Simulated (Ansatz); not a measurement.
# ZnS (F-43m) in Ansatz: notebook, part 2 of 2

Ansatz 0.2.0.

## 3. Single point, PBE-EpsX, 18.54 Å³/atom (volume scaled by 0.94)

File input.yaml:

```yaml
crystal:
  lattice:
    - [0.0, 2.6468416657, 2.6468416657]
    - [2.6468416657, 0.0, 2.6468416657]
    - [2.6468416657, 2.6468416657, 0.0]
  atoms:
    - { symbol: Zn, position: [0.75, 0.75, 0.75] }
    - { symbol: S, position: [0.0, 0.0, 0.0] }
hamiltonian:
  xc:
    exchange: pbe
    correlation: pbe
    exx: { coeff: inverse_dielectric }
  pseudopotentials: { kind: paw }
kpoints:
  mp_grid: { grid: [5, 5, 5] }
scf:
  occupations: { method: fermi_dirac, width: 0.05 }
output:
  forces: true
  stress: true
  eigenvalues: true
```

Potentials or basis: Ansatz PAW.

Command:

```
$ ansatz run input.yaml --threads 2 --pin off --max-ram 5632MiB --backend cpu --events-out ev --progress --plain --runs-dir out
```

Standard output:

```text
Warning: output.stress: scf.convergence.dr2_threshold = 1e-7 eV (the SCF's general default) is looser than the 2e-10 eV advised for a printed stress (1e-10 eV for each atom of the cell: 2). What an SCF threshold leaves in a stress goes as its square root, and in the free energy as the threshold itself, and one threshold admits the most on a small cell: of the crystals measured, under no hybrid functional and no lock of the moments, on runs that ended without the residual-converged pass, on stresses that held no estimate of that error, the worst erred by over 100 MPa in a component at 1e-7 eV an atom and by under 5 at 1e-10. Set scf.convergence.dr2_threshold to 2e-10 eV or tighter. The threshold is an SCF's pass mark: one that does not reach it within its budget of iterations ends unconverged, or closes short of it on a stop that the run arms, and scf.convergence.dr2_threshold's page says what that costs each kind of run
Warning: output.stress: scf.exx.energy_threshold = 1e-6 eV is looser than the 2e-8 eV advised for a stress under a hybrid functional (1e-8 eV for each atom of the cell: 2). Every SCF of the exchange loop can meet its threshold on dr2 while the loop round them stops early: no threshold on dr2 bounds what that leaves in the stress. Set scf.exx.energy_threshold to 2e-8 eV or tighter. The threshold is the loop's pass mark: a loop that does not reach it within its budget of cycles ends unconverged, and scf.exx.energy_threshold's page has the law
Warning: RAYON_NUM_THREADS=2 ignored (pool sized by the plan → 2); use --threads N
the fraction of exact exchange is that of a crystal of Zn1S1
Engine: ansatz 0.2.0, aarch64-unknown-linux-gnu
Pseudopotentials: kind: paw
Pseudopotential: Zn, paw, valence charge 12, recommended cutoff 420 eV (normal), Zn.paw.azcp
Pseudopotential: S, paw, valence charge 6, recommended cutoff 420 eV (normal), S.paw.azcp
Functional definition: unnamed
  parameter a_1 = 0.25
  exchange = (1 - a_1)*pbe_x + a_1*exact_x
  correlation = pbe_c
  a weight of exact exchange comes from the crystal, and the text's number only plans the run
Solving k-mesh 4×4×4 for the fraction of exact exchange
ε∞ on k-mesh 4×4×4 of a primitive cell, without crystal.supercell, crystal.defects and total_charge: xx 5.9204, yy 5.9204, zz 5.9204; 3/Tr ε∞, of that cell with its empty space = 0.1689080892206342; solved inside the basis of its states, on 6×6×6 points, each entry to 0.0188, at a least direct gap of 2.373 eV
Crystal: 2 atoms, lattice volume = 37.086 Å³
Basis set: ecut = 420 eV, 725 PW (Γ), exchange–correlation on 54×54×54 points (8 copies of the dense FFT grid, shifted against one another)
Bands: 13, of which v1, the nominal top of the filled ones, is band 9 counted from 1 (8 counted from 0)
Symmetry: 24 space group operations
Space group: F-43m (ITA 216), of the structure as read, at distance tolerance 3.3e-5 Å
k-points: 10 of 125 (time reversal used)
Non-local potential: Zn, projectors of the file, l = 0: 2, l = 1: 2, l = 2: 3, l = 3: 1
Non-local potential: S, projectors of the file, l = 0: 2, l = 1: 2, l = 2: 2
PAW form: soft (Blöchl's): semilocal exchange-correlation on the pseudo side does not see the compensation charge
PAW frozen core: Zn, regenerated for the run's functional, and the local potential with it (the file was generated under x = pbe(κ = 0.804, μ = 0.2195149727645171), c = pbe(β = 0.06672455060314922))
PAW frozen core: S, regenerated for the run's functional, and the local potential with it (the file was generated under x = pbe(κ = 0.804, μ = 0.2195149727645171), c = pbe(β = 0.06672455060314922))
PAW one-centre angular grid: Zn, 590 points (default); XC on 64 Gauss nodes
PAW one-centre angular grid: S, 110 points (default); XC on 64 Gauss nodes
Initial density: superposition of atomic densities (neutral atoms: chi_scale 0, normalization atom), corrected by the library's trained network
Initial wavefunctions: pseudopotential atomic-orbital guess
Functional: x = pbe(κ = 0.804, μ = 0.2195149727645171), c = pbe(β = 0.06672455060314922), warm-up for x = 0.8310919107793658 pbe(κ = 0.804, μ = 0.2195149727645171) + 0.1689080892206342 exact, c = pbe(β = 0.06672455060314922)
SCF iter   1: F=—  HF=-4222.656111 eV  |F-HF|=—  |Δ(HF+E_count)|=         —  Δρ=1.05e-3  dr2=3.88e-4  ethr=1.77e-3  ⟨swp⟩=2.0  Hψ=934  notcnv=0
preconditioner: auto → none  [insulator: Δε(μ)=2.379 eV  Ē_g=12.539 eV  σ=0.050 eV  W_gap=1.00  n_scr=14 (ndim 8)  ℏωp=25.9 eV  f_vac=0.017  D(μ)=0.00/eV (n_scr^D=0)]
SCF iter   2: F=-4222.655518 eV  HF=-4222.655761 eV  |F-HF|=2.44e-4  |Δ(HF+E_count)|=   3.50e-4  Δρ=1.01e-3  dr2=2.22e-4  ethr=2.16e-6  ⟨swp⟩=4.3  Hψ=416  notcnv=0
SCF 1 stopped early in 2 iterations: F = -4222.655518 eV  dr2 = 2.22e-4
Initial density: handed on by an earlier stage of this run
Initial wavefunctions: those handed on with the density
Functional: x = 0.8310919107793658 pbe(κ = 0.804, μ = 0.2195149727645171) + 0.1689080892206342 exact, c = pbe(β = 0.06672455060314922)
Frozen-core exchange: fock
SCF iter   1: F=—  HF=-4223.289289 eV  |F-HF|=—  |Δ(HF+E_count)|=         —  Δρ=1.46e-2  dr2=4.15e-2  ethr=1.23e-5  ⟨swp⟩=5.4  Hψ=596  notcnv=0
preconditioner: auto → none  [insulator: Δε(μ)=3.679 eV  Ē_g=14.819 eV  σ=0.050 eV  W_gap=1.00  n_scr=14 (ndim 8)  ℏωp=25.9 eV  f_vac=0.018  D(μ)=0.00/eV (n_scr^D=0)]
SCF iter   2: F=—  HF=-4223.279805 eV  |F-HF|=—  |Δ(HF+E_count)|=   9.48e-3  Δρ=2.63e-3  dr2=3.18e-3  ethr=1.23e-5  ⟨swp⟩=4.4  Hψ=457  notcnv=0
SCF iter   3: F=—  HF=-4223.276731 eV  |F-HF|=—  |Δ(HF+E_count)|=   3.07e-3  Δρ=2.37e-3  dr2=1.28e-3  ethr=1.23e-5  ⟨swp⟩=4.0  Hψ=383  notcnv=0
iter 4 solved again at ethr=2.67e-7 eV; its pass at ethr=4.78e-6 eV (dr2=4.81e-5 eV) is discarded
SCF iter   4: F=—  HF=-4223.276689 eV  |F-HF|=—  |Δ(HF+E_count)|=   4.17e-5  Δρ=4.33e-4  dr2=5.03e-4  ethr=2.67e-7  ⟨swp⟩=3.2  Hψ=477  notcnv=0
eigensolver tolerance schedule: the retry pair's looser diagonalisation over-reported the residual by 0.33 of it (diagonalisation noise at 0.36 of the residual, at the tolerance the schedule requests for it); recorded, not acted on — ethr = c·dr2/N_el stays at c = 1.0e-1
SCF iter   5: F=—  HF=-4223.280861 eV  |F-HF|=—  |Δ(HF+E_count)|=   4.17e-3  Δρ=1.33e-3  dr2=3.23e-4  ethr=2.01e-7  ⟨swp⟩=5.0  Hψ=432  notcnv=0
SCF iter   6: F=—  HF=-4223.280752 eV  |F-HF|=—  |Δ(HF+E_count)|=   1.09e-4  Δρ=1.08e-4  dr2=7.87e-6  ethr=2.01e-7  ⟨swp⟩=4.0  Hψ=363  notcnv=0
SCF iter   7: F=-4223.280792 eV  HF=-4223.280794 eV  |F-HF|=2.57e-6  |Δ(HF+E_count)|=   4.23e-5  Δρ=1.33e-4  dr2=3.70e-6  ethr=1.09e-8  ⟨swp⟩=3.9  Hψ=404  notcnv=0
SCF 2 stopped early in 7 iterations: F = -4223.280792 eV  dr2 = 3.70e-6
hybrid outer 1: dexx = +4.407e-3 eV, tail = 1.79e-5 eV
Frozen-core exchange: fock
SCF iter   1: F=—  HF=-4223.280625 eV  |F-HF|=—  |Δ(HF+E_count)|=         —  Δρ=3.27e-5  dr2=2.99e-7  ethr=4.97e-7  ⟨swp⟩=3.0  Hψ=276  notcnv=0
preconditioner: auto → none  [insulator: Δε(μ)=3.680 eV  Ē_g=14.643 eV  σ=0.050 eV  W_gap=1.00  n_scr=14 (ndim 8)  ℏωp=25.9 eV  f_vac=0.019  D(μ)=0.00/eV (n_scr^D=0)]
SCF iter   2: F=—  HF=-4223.280626 eV  |F-HF|=—  |Δ(HF+E_count)|=   9.70e-7  Δρ=2.94e-5  dr2=2.02e-7  ethr=1.21e-9  ⟨swp⟩=4.0  Hψ=388  notcnv=0
SCF iter   3: F=-4223.280626 eV  HF=-4223.280626 eV  |F-HF|=1.23e-9  |Δ(HF+E_count)|=   2.56e-8  Δρ=5.85e-6  dr2=9.07e-9  ethr=1.01e-9  ⟨swp⟩=2.0  Hψ=221  notcnv=0
SCF 3 converged in 3 iterations: F = -4223.280626 eV  dr2 = 9.07e-9
  Residual-converged pass: ⟨swp⟩=3.6  Hψ=319  notcnv=0  max |occ|·‖R‖ = 2.4e-6 eV (tolerance 2.4e-6 eV)  dr2=8.18e-9  dr2_onsite=8.00e-10  max |Δocc| = 1.4e-23
hybrid outer 2: dexx = +4.379e-7 eV, tail = 2.19e-8 eV, Δε = 1.00e-3 eV (about 4.64e-5 eV left of the loop's levels)
hybrid SCF converged: 2 outer / 10 inner (+2 warm-up), last move |dexx| = 4.38e-7 eV, tail = 2.19e-8 eV
Stability not checked: this state was not tested for a lower state beside it, because the functional holds exact exchange (a hybrid, or Hartree-Fock), whose exchange loop this test does not read (fock_operator; see scf.lower_state_search)
Free energy (F): -4223.280626 eV
Frozen-core exchange: fock
Harris-Foulkes:  -4223.280626 eV  (|F-HF|=1.23e-9)
Internal energy: -4223.280626 eV  (E = F + TS)
E sigma→0 (E₀):  -4223.280626 eV
Fermi energy:    7.741677 eV
--- Per-component energies (eV) ---
  E_band       = -10.590665
  E_kinetic    = 239.828812
  E_local      = -2007.173993  (includes V_loc(G=0)·N_el)
  E_nonlocal   = 645.409242
  E_hartree    = 844.097372
  E_xc         = -198.295162
  E_vxc        = -119.010466  (∫ρ·V_xc dr)
  E_exx        = -41.010003  (= α·E_x^exact, valence–valence)
  E_paw        = -2426.978215  (= ΣΔE_a)
  E_vpaw       = -375.820371  (= ΣTr[D̂ρ^β])
  E_aug_tail   = -0.000372  (compensation charges beyond the density's cutoff)
  E_ewald      = -1279.498844
  E_core_change = 0.340518  (= ΣΔE_core)
  E_smearing   = -0.000000  (= −TS)
  E_closure    = 0.000020  (closes the sum)
  Σ components = -4223.280626   (vs F -4223.280626, Δ=-9.09e-13)
--- Forces (eV/Å), atoms counted from 1 ---
  atom   1  Zn     0.00000000    -0.00000000     0.00000000
  atom   2  S     -0.00000000     0.00000000    -0.00000000
  max |Σ_I F_I| component: 9.25e-17 eV/Å
--- Stress (GPa, compression-positive) ---
        6.557929       0.000000       0.000000
        0.000000       6.557929       0.000000
       -0.000000       0.000000       6.557929
  P = ⅓ Tr σ = 6.5579 GPa (65.579 kbar)
--- Band table (eV; the first three rows and the last of 10) ---
  k-point 0: bands = ["-8.5736", "-1.7891", "-1.7891", "-1.7891", "-1.2579", "-1.2579", "5.8740", "5.8740", "5.8740", "9.5543", "13.5758", "13.5758", "13.5758"]
  k-point 1: bands = ["-8.2395", "-1.7462", "-1.7368", "-1.7368", "-1.2600", "-1.2600", "3.4909", "5.4863", "5.4863", "10.7983", "13.8533", "14.1479", "14.1479"]
  k-point 2: bands = ["-7.6021", "-1.6718", "-1.6718", "-1.3289", "-1.2356", "-1.2356", "0.5846", "4.9527", "4.9527", "10.6845", "14.1657", "14.1657", "16.0013"]
  k-point 9: bands = ["-7.2087", "-1.6305", "-1.5436", "-1.3636", "-1.2416", "-0.9339", "0.8987", "2.6036", "3.5053", "12.5681", "13.2495", "14.4295", "17.3477"]
```

Wall time 18 s (2 threads of Arm Neoverse V1, shared host); peak memory 0.78 GiB.

Results:

```
Free energy             : -4223.2806 eV
Pressure                : 6.6 GPa
Band gap on the k mesh  : 3.68 eV, direct
Share of exact exchange : 0.169
```

Caveat: odd divisions of the mesh miss points on the zone boundary, where band edges often lie, so the gap on the mesh can be too wide; the PAW data sets come from PBE, with cores solved anew for the run's functional, which leaves a small shift of forces and pressure; the thresholds are loose for stress.

## 4. Single point, PBE-EpsX, 18.94 Å³/atom (volume scaled by 0.96)

Edit input.yaml of step 3 so:

```diff
@@ -2,5 +2,5 @@
   lattice:
-    - [0.0, 2.6468416657, 2.6468416657]
-    - [2.6468416657, 0.0, 2.6468416657]
-    - [2.6468416657, 2.6468416657, 0.0]
+    - [0.0, 2.6654820099, 2.6654820099]
+    - [2.6654820099, 0.0, 2.6654820099]
+    - [2.6654820099, 2.6654820099, 0.0]
   atoms:
```

Command:

```
$ ansatz run input.yaml --threads 2 --pin off --max-ram 5632MiB --backend cpu --events-out ev --progress --plain --runs-dir out
```

Wall time 17 s (2 threads of Arm Neoverse V1, shared host); peak memory 0.78 GiB.

The run converged. Its results:

```yaml
Free_energy: -4223.3079 eV
Pressure: 4.5 GPa
Band_gap_on_the_k_mesh: 3.58 eV, direct
Share_of_exact_exchange: 0.169
```

Caveat: odd divisions of the mesh miss points on the zone boundary, where band edges often lie, so the gap on the mesh can be too wide; the PAW data sets come from PBE, with cores solved anew for the run's functional, which leaves a small shift of forces and pressure; the thresholds are loose for stress.

## 5. Single point, PBE-EpsX, 19.33 Å³/atom (volume scaled by 0.98)

Edit input.yaml of step 4 so:

```diff
@@ -2,5 +2,5 @@
   lattice:
-    - [0.0, 2.6654820099, 2.6654820099]
-    - [2.6654820099, 0.0, 2.6654820099]
-    - [2.6654820099, 2.6654820099, 0.0]
+    - [0.0, 2.6838652254, 2.6838652254]
+    - [2.6838652254, 0.0, 2.6838652254]
+    - [2.6838652254, 2.6838652254, 0.0]
   atoms:
@@ -22 +22,5 @@
   eigenvalues: true
+  write_density: true
+  write_potential: true
+  elf: true
+  volumetric_format: npy
```

Command:

```
$ ansatz run input.yaml --threads 2 --pin off --max-ram 5632MiB --backend cpu --events-out ev --progress --plain --runs-dir out
```

Wall time 17 s (2 threads of Arm Neoverse V1, shared host); peak memory 0.79 GiB.

Results (log left out):

```yaml
Free_energy: -4223.3250 eV
Pressure: 2.7 GPa
Band_gap_on_the_k_mesh: 3.48 eV, direct
Share_of_exact_exchange: 0.169
```

Caveat: odd divisions of the mesh miss points on the zone boundary, where band edges often lie, so the gap on the mesh can be too wide; the PAW data sets come from PBE, with cores solved anew for the run's functional, which leaves a small shift of forces and pressure; the thresholds are loose for stress.

## 6. Single point, PBE-EpsX, 19.73 Å³/atom

Edit input.yaml of step 5 so:

```diff
@@ -2,5 +2,5 @@
   lattice:
-    - [0.0, 2.6838652254, 2.6838652254]
-    - [2.6838652254, 0.0, 2.6838652254]
-    - [2.6838652254, 2.6838652254, 0.0]
+    - [0.0, 2.702, 2.702]
+    - [2.702, 0.0, 2.702]
+    - [2.702, 2.702, 0.0]
   atoms:
@@ -22,5 +22 @@
   eigenvalues: true
-  write_density: true
-  write_potential: true
-  elf: true
-  volumetric_format: npy
```

Potentials or basis: Ansatz PAW.

Command:

```
$ ansatz run input.yaml --threads 2 --pin off --max-ram 5632MiB --backend cpu --events-out ev --progress --plain --runs-dir out
```

Wall time 17 s (2 threads of Arm Neoverse V1, shared host); peak memory 0.79 GiB.

Results (log left out):

```yaml
Free_energy: -4223.3331 eV
Pressure: 1.0 GPa
Band_gap_on_the_k_mesh: 3.38 eV, direct
Share_of_exact_exchange: 0.169
```

Caveat: odd divisions of the mesh miss points on the zone boundary, where band edges often lie, so the gap on the mesh can be too wide; the PAW data sets come from PBE, with cores solved anew for the run's functional, which leaves a small shift of forces and pressure; the thresholds are loose for stress.

## 7. Single point, PBE-EpsX, 20.12 Å³/atom (volume scaled by 1.02)

Edit input.yaml of step 6 so:

```diff
@@ -2,5 +2,5 @@
   lattice:
-    - [0.0, 2.702, 2.702]
-    - [2.702, 0.0, 2.702]
-    - [2.702, 2.702, 0.0]
+    - [0.0, 2.7198945612, 2.7198945612]
+    - [2.7198945612, 0.0, 2.7198945612]
+    - [2.7198945612, 2.7198945612, 0.0]
   atoms:
@@ -22 +22,5 @@
   eigenvalues: true
+  write_density: true
+  write_potential: true
+  elf: true
+  volumetric_format: npy
```

Command:

```
$ ansatz run input.yaml --threads 2 --pin off --max-ram 5632MiB --backend cpu --events-out ev --progress --plain --runs-dir out
```

Wall time 17 s (2 threads of Arm Neoverse V1, shared host); peak memory 0.79 GiB.

Results (log left out):

| Property | Result |
| --- | --- |
| Free energy | -4223.3329 eV |
| Pressure | -0.5 GPa |
| Band gap on the k mesh | 3.29 eV, direct |
| Share of exact exchange | 0.168 |

Caveat: odd divisions of the mesh miss points on the zone boundary, where band edges often lie, so the gap on the mesh can be too wide; the PAW data sets come from PBE, with cores solved anew for the run's functional, which leaves a small shift of forces and pressure; the thresholds are loose for stress.

## 8. Single point, PBE-EpsX, 20.52 Å³/atom (volume scaled by 1.04)

Edit input.yaml of step 7 so:

```diff
@@ -2,5 +2,5 @@
   lattice:
-    - [0.0, 2.7198945612, 2.7198945612]
-    - [2.7198945612, 0.0, 2.7198945612]
-    - [2.7198945612, 2.7198945612, 0.0]
+    - [0.0, 2.7375567091, 2.7375567091]
+    - [2.7375567091, 0.0, 2.7375567091]
+    - [2.7375567091, 2.7375567091, 0.0]
   atoms:
```

Command:

```
$ ansatz run input.yaml --threads 2 --pin off --max-ram 5632MiB --backend cpu --events-out ev --progress --plain --runs-dir out
```

Run time: 19 s. Hardware: 2 threads of Arm Neoverse V1, shared host; peak memory 0.86 GiB.

Results (log left out):

* Free energy: -4223.3254 eV
* Pressure: -1.8 GPa
* Band gap on the k mesh: 3.19 eV, direct
* Share of exact exchange: 0.168

Caveat: odd divisions of the mesh miss points on the zone boundary, where band edges often lie, so the gap on the mesh can be too wide; the PAW data sets come from PBE, with cores solved anew for the run's functional, which leaves a small shift of forces and pressure; the thresholds are loose for stress.

## 9. Single point, PBE-EpsX, 20.91 Å³/atom (volume scaled by 1.06)

Edit input.yaml of step 8 so:

```diff
@@ -2,5 +2,5 @@
   lattice:
-    - [0.0, 2.7375567091, 2.7375567091]
-    - [2.7375567091, 0.0, 2.7375567091]
-    - [2.7375567091, 2.7375567091, 0.0]
+    - [0.0, 2.7549938462, 2.7549938462]
+    - [2.7549938462, 0.0, 2.7549938462]
+    - [2.7549938462, 2.7549938462, 0.0]
   atoms:
@@ -22,5 +22 @@
   eigenvalues: true
-  write_density: true
-  write_potential: true
-  elf: true
-  volumetric_format: npy
```

Potentials or basis: Ansatz PAW.

Command:

```
$ ansatz run input.yaml --threads 2 --pin off --max-ram 5632MiB --backend cpu --events-out ev --progress --plain --runs-dir out
```

Wall time 19 s (2 threads of Arm Neoverse V1, shared host); peak memory 0.86 GiB.

Results (log left out):

- Free energy: -4223.3111 eV
- Pressure: -3.0 GPa
- Band gap on the k mesh: 3.10 eV, direct
- Share of exact exchange: 0.167

Caveat: odd divisions of the mesh miss points on the zone boundary, where band edges often lie, so the gap on the mesh can be too wide; the PAW data sets come from PBE, with cores solved anew for the run's functional, which leaves a small shift of forces and pressure; the thresholds are loose for stress.

## 10. Equation of state, PBE-EpsX

Potentials or basis: Ansatz PAW.

This step only gathers the single runs of the series.

What came out:

```
Equilibrium volume                      : 19.92 Å³/atom
Bulk modulus                            : 80 GPa
Pressure derivative of the bulk modulus : 4.1
```

Energy against volume, from the lowest point:
| volume (Å³/atom) | energy (meV/atom) |
| --- | --- |
| 18.543 | 26.24 |
| 18.938 | 12.60 |
| 19.332 | 4.03 |
| 19.727 | 0.00 |
| 20.121 | 0.08 |
| 20.516 | 3.83 |
| 20.910 | 10.99 |

Caveat: the k mesh is coarse (spacing up to 0.40 Å⁻¹), so the values aren't converged, least of all with exact exchange; the PAW data sets were made with another functional, which shifts forces and pressure a little.

## 11. How close it comes

Step 2. Measured gap of ZnS: 3.85 eV (direct; 19 K; quoted in “Electronic, vibrational, and thermodynamic properties of ZnS (zincblende and rocksalt structure)”, 2009, arxiv:0911.5022). This calculation gives 3.38 eV (-0.47 eV). The value is that of PBE-EpsX, without temperature or zero-point motion.
